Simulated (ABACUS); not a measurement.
Input of an ABACUS 3.10.1 run:

run_abacus.py

```python
"""ABACUS run from a structure file: ASE reads it, the script writes STRU, KPT and INPUT."""
import re
import subprocess
from ase.io import read
from ase.units import Bohr

atoms = read("HfO2.cif")
atoms = atoms[(-atoms.numbers).argsort(kind="stable")]  # ABACUS lists atoms element by element
pseudo = {'Hf': 'Hf.upf', 'O': 'O.upf'}
orbital = {}
magmoms = None
kmesh = [6, 6, 6]
params = {
    'suffix': 'HfO2',
    'calculation': 'scf',
    'basis_type': 'pw',
    'pseudo_dir': './',
    'symmetry': 1,
    'dft_functional': 'pbe',
    'ecutwfc': 84,
    'pseudo_rcut': 7,
    'nspin': 1,
    'nbands': 16,
    'ks_solver': 'dav',
    'smearing_method': 'fd',
    'smearing_sigma': 0.00367493,
    'scf_thr': 1e-08,
    'scf_nmax': 100,
    'mixing_type': 'broyden',
    'mixing_beta': 0.7,
    'cal_force': 1,
    'cal_stress': 1,
    'kpar': 4,
}

symbols = atoms.get_chemical_symbols()
elements = list(dict.fromkeys(symbols))
lines = ["ATOMIC_SPECIES"] + [f"{e} {atoms.get_masses()[symbols.index(e)]:.4f} {pseudo[e]}" for e in elements]
if orbital:
    lines += ["", "NUMERICAL_ORBITAL"] + [orbital[e] for e in elements]
lines += ["", "LATTICE_CONSTANT", f"{1 / Bohr:.10f}", "", "LATTICE_VECTORS"]
lines += [" ".join(f"{x:.10f}" for x in v) for v in atoms.cell]
lines += ["", "ATOMIC_POSITIONS", "Direct"]
for e in elements:
    lines += ["", e, "0.0", str(symbols.count(e))]
    for i, p in enumerate(atoms.get_scaled_positions(wrap=False)):
        if symbols[i] == e:
            mag = "" if magmoms is None else " mag " + " ".join(str(x) for x in (magmoms[i] if isinstance(magmoms[i], list) else [magmoms[i]]))
            lines.append(" ".join(f"{x:.10f}" for x in p) + " 1 1 1" + mag)
open("STRU", "w").write("\n".join(lines) + "\n")
open("KPT", "w").write("K_POINTS\n0\nGamma\n%d %d %d 0 0 0\n" % tuple(kmesh))
open("INPUT", "w").write("INPUT_PARAMETERS\n" + "".join(f"{k:<20s}{v}\n" for k, v in params.items()))

done = subprocess.run(['mpirun', '-np', '4', 'abacus'])
if done.returncode:
    raise SystemExit(done.returncode)
log = open("OUT.HfO2/running_scf.log").read()
print("final energy (eV):", re.findall(r"FINAL_ETOT_IS (\S+)", log))
```

Contents of HfO2.cif:

```cif
data_HfO2
_cell_length_a 3.56383748
_cell_length_b 3.56383748
_cell_length_c 3.39984011
_cell_angle_alpha 61.51090655
_cell_angle_beta 61.51090655
_cell_angle_gamma 60.98661659
_space_group_name_H-M_alt 'P1'
_space_group_name_Hall 'P 1'
_space_group_IT_number 1
loop_
_space_group_symop_operation_xyz
'x,y,z'
loop_
_atom_site_label
_atom_site_type_symbol
_atom_site_symmetry_multiplicity
_atom_site_Wyckoff_symbol
_atom_site_fract_x
_atom_site_fract_y
_atom_site_fract_z
_atom_site_occupancy
Hf1 Hf 1 a 0.0000000000 0.0000000000 0.0000000000 1
O1 O 1 a 0.7500000000 0.7500000000 0.7500000000 1
O2 O 1 a 0.2500000000 0.2500000000 0.2500000000 1
```

Potentials or basis: PseudoDojo NC SR 0.4.1 PBE standard, plane waves.

The run is started by

```bash
$ OMP_NUM_THREADS=1 python run_abacus.py > log
```

Q: Predict the pressure.

A: 12.1 GPa.

Q: What does it give for the band gap on the k mesh?

A: 3.69 eV, indirect (least direct gap 3.79 eV).

Stress tensor (GPa, compression positive):
```
 9.22 -0.59  8.65
-0.59  9.88  5.10
 8.65  5.10 17.31
```

Caveat: spin-orbit coupling is left out, which moves the levels of the heavy elements. A k mesh can miss the band edges.
